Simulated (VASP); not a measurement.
# RbBr (Pm-3m) in VASP: further runs, part 5 of 7

VASP 6.6.1.

### Step 57. Equation of state, r2SCAN, 36.18 Å³/atom

The input, INCAR:

```
PREC = Accurate
ENCUT = 400
EDIFF = 1E-6
ISMEAR = 0
SIGMA = 0.05
LREAL = False
LASPH = True
NELM = 100
ALGO = Normal
ISIF = 2
LWAVE = False
LCHARG = False
METAGGA = R2SCAN
LMIXTAU = True
ADDGRID = True
```

The input, KPOINTS:

```
regular mesh
0
Gamma
  6 6 6
```

The input, POSCAR:

```
RbBr
1.0
    4.1669322075      0.0000000000      0.0000000000
    0.0000000000      4.1669322075      0.0000000000
    0.0000000000      0.0000000000      4.1669322075
Rb Br
1 1
Direct
    0.0000000000      0.0000000000      0.0000000000
    0.5000000000      0.5000000000      0.5000000000
```

Potentials or basis: VASP PAW PBE potentials, release 64 (Rb_sv, Br).

On the command line:

```bash
$ cat potpaw_PBE.64/Rb_sv/POTCAR potpaw_PBE.64/Br/POTCAR > POTCAR
$ mpirun -np 1 vasp_std > vasp.out
```

Run time: 29 s. Hardware: 1 thread of Intel Xeon 6975P-C (Granite Rapids), shared host; peak memory 0.22 GiB.

These settings aren't checked as converged: the numbers below hold their error.

Results:

* Free energy: -31.1078 eV
* Pressure: -0.5 GPa
* Band gap on the k mesh: 4.72 eV, indirect (least direct gap 4.87 eV)

Caveat: the PAW data sets were made with another functional, which shifts forces and pressure a little.

### Step 58. Equation of state, r2SCAN, 34.07 Å³/atom

Edit INCAR of step 57 so:

```diff
@@ -6,3 +6,3 @@
 LREAL = False
-LASPH = True
+LASPH = False
 NELM = 100
@@ -14,2 +14,2 @@
 LMIXTAU = True
-ADDGRID = True
+ADDGRID = False
```

KPOINTS is that of step 57.

The input, POSCAR:

```
RbBr
1.0
    4.0843969018      0.0000000000      0.0000000000
    0.0000000000      4.0843969018      0.0000000000
    0.0000000000      0.0000000000      4.0843969018
Rb Br
1 1
Direct
    0.0000000000      0.0000000000      0.0000000000
    0.5000000000      0.5000000000      0.5000000000
```

On the command line:

```bash
$ cat potpaw_PBE.64/Rb_sv/POTCAR potpaw_PBE.64/Br/POTCAR > POTCAR
$ mpirun -np 1 vasp_std > vasp.out
```

Wall time 27 s (1 thread of Intel Xeon 6975P-C (Granite Rapids), shared host); peak memory 0.16 GiB.

These settings aren't checked as converged: the numbers below hold their error.

What came out:

- Free energy: -31.1061 eV
- Pressure: 0.6 GPa
- Band gap on the k mesh: 4.95 eV, indirect (least direct gap 5.11 eV)

Caveat: the PAW data sets were made with another functional, which shifts forces and pressure a little.

### Step 59. Equation of state, r2SCAN, 36.18 Å³/atom

INCAR is that of step 58.

KPOINTS is that of step 58.

The input, POSCAR:

```
RbBr
1.0
    4.1669322075      0.0000000000      0.0000000000
    0.0000000000      4.1669322075      0.0000000000
    0.0000000000      0.0000000000      4.1669322075
Rb Br
1 1
Direct
    0.0000000000      0.0000000000      0.0000000000
    0.5000000000      0.5000000000      0.5000000000
```

On the command line:

```bash
$ cat potpaw_PBE.64/Rb_sv/POTCAR potpaw_PBE.64/Br/POTCAR > POTCAR
$ mpirun -np 1 vasp_std > vasp.out
```

Run time: 22 s. Hardware: 1 thread of Intel Xeon 6975P-C (Granite Rapids), shared host; peak memory 0.16 GiB.

These settings aren't checked as converged: the numbers below hold their error.

What came out:

| Quantity | Value |
| --- | --- |
| Free energy | -31.1078 eV |
| Pressure | -0.5 GPa |
| Band gap on the k mesh | 4.72 eV, indirect (least direct gap 4.87 eV) |

Caveat: the PAW data sets were made with another functional, which shifts forces and pressure a little.

### Step 60. Equation of state, r2SCAN, 34.07 Å³/atom

The input, INCAR:

```
PREC = Normal
ENCUT = 400
EDIFF = 1E-4
ISMEAR = 0
SIGMA = 0.05
LREAL = Auto
LASPH = True
NELM = 100
ALGO = Normal
ISIF = 2
LWAVE = False
LCHARG = False
METAGGA = R2SCAN
LMIXTAU = True
ADDGRID = False
```

KPOINTS is that of step 59.

The input, POSCAR:

```
RbBr
1.0
    4.0843969018      0.0000000000      0.0000000000
    0.0000000000      4.0843969018      0.0000000000
    0.0000000000      0.0000000000      4.0843969018
Rb Br
1 1
Direct
    0.0000000000      0.0000000000      0.0000000000
    0.5000000000      0.5000000000      0.5000000000
```

Potentials or basis: VASP PAW PBE potentials, release 64 (Rb_sv, Br).

On the command line:

```bash
$ cat potpaw_PBE.64/Rb_sv/POTCAR potpaw_PBE.64/Br/POTCAR > POTCAR
$ mpirun -np 1 vasp_std > vasp.out
```

It took 14 s on 1 thread of Intel Xeon 6975P-C (Granite Rapids), shared host; peak memory 0.13 GiB.

The run converged, but some of its settings lie outside the range that counts as converged, so its numbers aren't taken as properties of the crystal.

What came out:

| Property | Result |
| --- | --- |
| Free energy | -31.1067 eV |
| Pressure | 0.8 GPa |
| Band gap on the k mesh | 4.95 eV, indirect (least direct gap 5.10 eV) |

Caveat: the PAW data sets were made with another functional, which shifts forces and pressure a little.

### Step 61. Equation of state, r2SCAN, 36.18 Å³/atom

INCAR is that of step 60.

KPOINTS is that of step 60.

The input, POSCAR:

```
RbBr
1.0
    4.1669322075      0.0000000000      0.0000000000
    0.0000000000      4.1669322075      0.0000000000
    0.0000000000      0.0000000000      4.1669322075
Rb Br
1 1
Direct
    0.0000000000      0.0000000000      0.0000000000
    0.5000000000      0.5000000000      0.5000000000
```

On the command line:

```bash
$ cat potpaw_PBE.64/Rb_sv/POTCAR potpaw_PBE.64/Br/POTCAR > POTCAR
$ mpirun -np 1 vasp_std > vasp.out
```

Run time: 14 s. Hardware: 1 thread of Intel Xeon 6975P-C (Granite Rapids), shared host; peak memory 0.13 GiB.

The run converged, but some of its settings lie outside the range that counts as converged, so its numbers aren't taken as properties of the crystal.

What came out:

```
Free energy            : -31.1083 eV
Pressure               : -0.6 GPa
Band gap on the k mesh : 4.72 eV, indirect (least direct gap 4.87 eV)
```

Caveat: the PAW data sets were made with another functional, which shifts forces and pressure a little.

### Step 62. Equation of state, r2SCAN, 34.07 Å³/atom

The input, INCAR:

```
PREC = Accurate
ENCUT = 300
EDIFF = 1E-6
ISMEAR = 0
SIGMA = 0.05
LREAL = False
LASPH = True
NELM = 100
ALGO = Normal
ISIF = 2
LWAVE = False
LCHARG = False
METAGGA = R2SCAN
LMIXTAU = True
ADDGRID = False
```

The input, KPOINTS:

```
regular mesh
0
Gamma
  7 7 7
```

The input, POSCAR:

```
RbBr
1.0
    4.0843969018      0.0000000000      0.0000000000
    0.0000000000      4.0843969018      0.0000000000
    0.0000000000      0.0000000000      4.0843969018
Rb Br
1 1
Direct
    0.0000000000      0.0000000000      0.0000000000
    0.5000000000      0.5000000000      0.5000000000
```

On the command line:

```bash
$ cat potpaw_PBE.64/Rb_sv/POTCAR potpaw_PBE.64/Br/POTCAR > POTCAR
$ mpirun -np 1 vasp_std > vasp.out
```

It took 15 s on 1 thread of Intel Xeon 6975P-C (Granite Rapids), shared host; peak memory 0.14 GiB.

These settings aren't checked as converged: the numbers below hold their error.

Results:

```
Free energy            : -31.1051 eV
Pressure               : 0.6 GPa
Band gap on the k mesh : 4.98 eV, indirect (least direct gap 5.11 eV)
```

Caveat: the PAW data sets were made with another functional, which shifts forces and pressure a little; an odd mesh through Γ misses points on the zone boundary, where band edges often lie.

### Step 63. Equation of state, r2SCAN, 36.18 Å³/atom

INCAR is that of step 62.

KPOINTS is that of step 62.

The input, POSCAR:

```
RbBr
1.0
    4.1669322075      0.0000000000      0.0000000000
    0.0000000000      4.1669322075      0.0000000000
    0.0000000000      0.0000000000      4.1669322075
Rb Br
1 1
Direct
    0.0000000000      0.0000000000      0.0000000000
    0.5000000000      0.5000000000      0.5000000000
```

Potentials or basis: VASP PAW PBE potentials, release 64 (Rb_sv, Br).

On the command line:

```bash
$ cat potpaw_PBE.64/Rb_sv/POTCAR potpaw_PBE.64/Br/POTCAR > POTCAR
$ mpirun -np 1 vasp_std > vasp.out
```

Run time: 18 s. Hardware: 1 thread of Intel Xeon 6975P-C (Granite Rapids), shared host; peak memory 0.14 GiB.

These settings aren't checked as converged: the numbers below hold their error.

Results:

| Item | Value |
| --- | --- |
| Free energy | -31.1071 eV |
| Pressure | -0.5 GPa |
| Band gap on the k mesh | 4.75 eV, indirect (least direct gap 4.88 eV) |

Caveat: the PAW data sets were made with another functional, which shifts forces and pressure a little; an odd mesh through Γ misses points on the zone boundary, where band edges often lie.

### Step 64. Equation of state, r2SCAN, 34.07 Å³/atom

Edit INCAR of step 63 so:

```diff
@@ -1,3 +1,3 @@
 PREC = Accurate
-ENCUT = 300
+ENCUT = 600
 EDIFF = 1E-6
```

The input, KPOINTS:

```
regular mesh
0
Gamma
  5 5 5
```

The input, POSCAR:

```
RbBr
1.0
    4.0843969018      0.0000000000      0.0000000000
    0.0000000000      4.0843969018      0.0000000000
    0.0000000000      0.0000000000      4.0843969018
Rb Br
1 1
Direct
    0.0000000000      0.0000000000      0.0000000000
    0.5000000000      0.5000000000      0.5000000000
```

On the command line:

```bash
$ cat potpaw_PBE.64/Rb_sv/POTCAR potpaw_PBE.64/Br/POTCAR > POTCAR
$ mpirun -np 1 vasp_std > vasp.out
```

It took 27 s on 1 thread of Intel Xeon 6975P-C (Granite Rapids), shared host; peak memory 0.22 GiB.

These settings aren't checked as converged: the numbers below hold their error.

Results:

| Quantity | Value |
| --- | --- |
| Free energy | -31.1062 eV |
| Pressure | 0.6 GPa |
| Band gap on the k mesh | 5.00 eV, indirect (least direct gap 5.11 eV) |

Caveat: the PAW data sets were made with another functional, which shifts forces and pressure a little; an odd mesh through Γ misses points on the zone boundary, where band edges often lie.

### Step 65. Equation of state, r2SCAN, 36.18 Å³/atom

INCAR is that of step 64.

KPOINTS is that of step 64.

The input, POSCAR:

```
RbBr
1.0
    4.1669322075      0.0000000000      0.0000000000
    0.0000000000      4.1669322075      0.0000000000
    0.0000000000      0.0000000000      4.1669322075
Rb Br
1 1
Direct
    0.0000000000      0.0000000000      0.0000000000
    0.5000000000      0.5000000000      0.5000000000
```

On the command line:

```bash
$ cat potpaw_PBE.64/Rb_sv/POTCAR potpaw_PBE.64/Br/POTCAR > POTCAR
$ mpirun -np 1 vasp_std > vasp.out
```

It took 27 s on 1 thread of Intel Xeon 6975P-C (Granite Rapids), shared host; peak memory 0.22 GiB.

These settings aren't checked as converged: the numbers below hold their error.

What came out:

| Property | Result |
| --- | --- |
| Free energy | -31.1081 eV |
| Pressure | -0.5 GPa |
| Band gap on the k mesh | 4.76 eV, indirect (least direct gap 4.87 eV) |

Caveat: the PAW data sets were made with another functional, which shifts forces and pressure a little; an odd mesh through Γ misses points on the zone boundary, where band edges often lie.

### Step 66. Equation of state, r2SCAN, 34.07 Å³/atom

Edit INCAR of step 65 so:

```diff
@@ -1,3 +1,3 @@
 PREC = Accurate
-ENCUT = 600
+ENCUT = 250
 EDIFF = 1E-6
```

The input, KPOINTS:

```
regular mesh
0
Gamma
  8 8 8
```

The input, POSCAR:

```
RbBr
1.0
    4.0843969018      0.0000000000      0.0000000000
    0.0000000000      4.0843969018      0.0000000000
    0.0000000000      0.0000000000      4.0843969018
Rb Br
1 1
Direct
    0.0000000000      0.0000000000      0.0000000000
    0.5000000000      0.5000000000      0.5000000000
```

Potentials or basis: VASP PAW PBE potentials, release 64 (Rb_sv, Br).

On the command line:

```bash
$ cat potpaw_PBE.64/Rb_sv/POTCAR potpaw_PBE.64/Br/POTCAR > POTCAR
$ mpirun -np 1 vasp_std > vasp.out
```

Run time: 20 s. Hardware: 1 thread of Intel Xeon 6975P-C (Granite Rapids), shared host; peak memory 0.14 GiB.

These settings aren't checked as converged: the numbers below hold their error.

What came out:

- Free energy: -31.1075 eV
- Band gap on the k mesh: 4.95 eV, indirect (least direct gap 5.11 eV)

Caveat: the cutoff is under 1.25 times the usual one of these potentials, so pressure, stress and relaxed cells hold a basis-set (Pulay) error; the PAW data sets were made with another functional, which shifts forces and pressure a little.

### Step 67. Equation of state, r2SCAN, 36.18 Å³/atom

INCAR is that of step 66.

KPOINTS is that of step 66.

The input, POSCAR:

```
RbBr
1.0
    4.1669322075      0.0000000000      0.0000000000
    0.0000000000      4.1669322075      0.0000000000
    0.0000000000      0.0000000000      4.1669322075
Rb Br
1 1
Direct
    0.0000000000      0.0000000000      0.0000000000
    0.5000000000      0.5000000000      0.5000000000
```

On the command line:

```bash
$ cat potpaw_PBE.64/Rb_sv/POTCAR potpaw_PBE.64/Br/POTCAR > POTCAR
$ mpirun -np 1 vasp_std > vasp.out
```

Run time: 21 s. Hardware: 1 thread of Intel Xeon 6975P-C (Granite Rapids), shared host; peak memory 0.14 GiB.

These settings aren't checked as converged: the numbers below hold their error.

Results:

| Property | Result |
| --- | --- |
| Free energy | -31.1102 eV |
| Band gap on the k mesh | 4.73 eV, indirect (least direct gap 4.88 eV) |

Caveat: the cutoff is under 1.25 times the usual one of these potentials, so pressure, stress and relaxed cells hold a basis-set (Pulay) error; the PAW data sets were made with another functional, which shifts forces and pressure a little.

### Step 68. Equation of state, r2SCAN, 34.07 Å³/atom

Edit INCAR of step 67 so:

```diff
@@ -1,3 +1,3 @@
 PREC = Accurate
-ENCUT = 250
+ENCUT = 350
 EDIFF = 1E-6
```

The input, KPOINTS:

```
regular mesh
0
Gamma
  7 7 7
```

The input, POSCAR:

```
RbBr
1.0
    4.0843969018      0.0000000000      0.0000000000
    0.0000000000      4.0843969018      0.0000000000
    0.0000000000      0.0000000000      4.0843969018
Rb Br
1 1
Direct
    0.0000000000      0.0000000000      0.0000000000
    0.5000000000      0.5000000000      0.5000000000
```

On the command line:

```bash
$ cat potpaw_PBE.64/Rb_sv/POTCAR potpaw_PBE.64/Br/POTCAR > POTCAR
$ mpirun -np 1 vasp_std > vasp.out
```

It took 26 s on 1 thread of Intel Xeon 6975P-C (Granite Rapids), shared host; peak memory 0.16 GiB.

The run converged, but some of its settings lie outside the range that counts as converged, so its numbers aren't taken as properties of the crystal.

Results:

- Free energy: -31.1055 eV
- Pressure: 0.6 GPa
- Band gap on the k mesh: 4.98 eV, indirect (least direct gap 5.11 eV)

Caveat: the PAW data sets were made with another functional, which shifts forces and pressure a little; an odd mesh through Γ misses points on the zone boundary, where band edges often lie.

### Step 69. Equation of state, r2SCAN, 36.18 Å³/atom

INCAR is that of step 68.

KPOINTS is that of step 68.

The input, POSCAR:

```
RbBr
1.0
    4.1669322075      0.0000000000      0.0000000000
    0.0000000000      4.1669322075      0.0000000000
    0.0000000000      0.0000000000      4.1669322075
Rb Br
1 1
Direct
    0.0000000000      0.0000000000      0.0000000000
    0.5000000000      0.5000000000      0.5000000000
```

Potentials or basis: VASP PAW PBE potentials, release 64 (Rb_sv, Br).

On the command line:

```bash
$ cat potpaw_PBE.64/Rb_sv/POTCAR potpaw_PBE.64/Br/POTCAR > POTCAR
$ mpirun -np 1 vasp_std > vasp.out
```

Run time: 28 s. Hardware: 1 thread of Intel Xeon 6975P-C (Granite Rapids), shared host; peak memory 0.16 GiB.

The run converged, but some of its settings lie outside the range that counts as converged, so its numbers aren't taken as properties of the crystal.

What came out:

```yaml
Free_energy: -31.1074 eV
Pressure: -0.5 GPa
Band_gap_on_the_k_mesh: 4.74 eV, indirect (least direct gap 4.88 eV)
```

Caveat: the PAW data sets were made with another functional, which shifts forces and pressure a little; an odd mesh through Γ misses points on the zone boundary, where band edges often lie.

### Step 70. Equation of state, r2SCAN, 34.07 Å³/atom

Edit INCAR of step 69 so:

```diff
@@ -1,3 +1,3 @@
 PREC = Accurate
-ENCUT = 350
+ENCUT = 500
 EDIFF = 1E-6
```

The input, KPOINTS:

```
regular mesh
0
Gamma
  6 6 6
```

The input, POSCAR:

```
RbBr
1.0
    4.0843969018      0.0000000000      0.0000000000
    0.0000000000      4.0843969018      0.0000000000
    0.0000000000      0.0000000000      4.0843969018
Rb Br
1 1
Direct
    0.0000000000      0.0000000000      0.0000000000
    0.5000000000      0.5000000000      0.5000000000
```

On the command line:

```bash
$ cat potpaw_PBE.64/Rb_sv/POTCAR potpaw_PBE.64/Br/POTCAR > POTCAR
$ mpirun -np 1 vasp_std > vasp.out
```

Run time: 36 s. Hardware: 1 thread of Intel Xeon 6975P-C (Granite Rapids), shared host; peak memory 0.18 GiB.

These settings aren't checked as converged: the numbers below hold their error.

What came out:

- Free energy: -31.1060 eV
- Pressure: 0.6 GPa
- Band gap on the k mesh: 4.95 eV, indirect (least direct gap 5.11 eV)

Caveat: the PAW data sets were made with another functional, which shifts forces and pressure a little.

### Step 71. Equation of state, r2SCAN, 36.18 Å³/atom

INCAR is that of step 70.

KPOINTS is that of step 70.

The input, POSCAR:

```
RbBr
1.0
    4.1669322075      0.0000000000      0.0000000000
    0.0000000000      4.1669322075      0.0000000000
    0.0000000000      0.0000000000      4.1669322075
Rb Br
1 1
Direct
    0.0000000000      0.0000000000      0.0000000000
    0.5000000000      0.5000000000      0.5000000000
```

On the command line:

```bash
$ cat potpaw_PBE.64/Rb_sv/POTCAR potpaw_PBE.64/Br/POTCAR > POTCAR
$ mpirun -np 1 vasp_std > vasp.out
```

Run time: 36 s. Hardware: 1 thread of Intel Xeon 6975P-C (Granite Rapids), shared host; peak memory 0.17 GiB.

The run converged, but some of its settings lie outside the range that counts as converged, so its numbers aren't taken as properties of the crystal.

What came out:

| Property | Result |
| --- | --- |
| Free energy | -31.1078 eV |
| Pressure | -0.5 GPa |
| Band gap on the k mesh | 4.72 eV, indirect (least direct gap 4.87 eV) |

Caveat: the PAW data sets were made with another functional, which shifts forces and pressure a little.

### Step 72. Equation of state, r2SCAN, 34.07 Å³/atom

Edit INCAR of step 71 so:

```diff
@@ -1,3 +1,3 @@
 PREC = Accurate
-ENCUT = 500
+ENCUT = 300
 EDIFF = 1E-6
```

The input, KPOINTS:

```
regular mesh
0
Gamma
  8 8 8
```

The input, POSCAR:

```
RbBr
1.0
    4.0843969018      0.0000000000      0.0000000000
    0.0000000000      4.0843969018      0.0000000000
    0.0000000000      0.0000000000      4.0843969018
Rb Br
1 1
Direct
    0.0000000000      0.0000000000      0.0000000000
    0.5000000000      0.5000000000      0.5000000000
```

Potentials or basis: VASP PAW PBE potentials, release 64 (Rb_sv, Br).

On the command line:

```bash
$ cat potpaw_PBE.64/Rb_sv/POTCAR potpaw_PBE.64/Br/POTCAR > POTCAR
$ mpirun -np 1 vasp_std > vasp.out
```

It took 20 s on 1 thread of Intel Xeon 6975P-C (Granite Rapids), shared host; peak memory 0.15 GiB.

The run converged, but some of its settings lie outside the range that counts as converged, so its numbers aren't taken as properties of the crystal.

What came out:

```
Free energy            : -31.1050 eV
Pressure               : 0.6 GPa
Band gap on the k mesh : 4.95 eV, indirect (least direct gap 5.11 eV)
```

Caveat: the PAW data sets were made with another functional, which shifts forces and pressure a little.

(Part 5 of 7 ends here.)
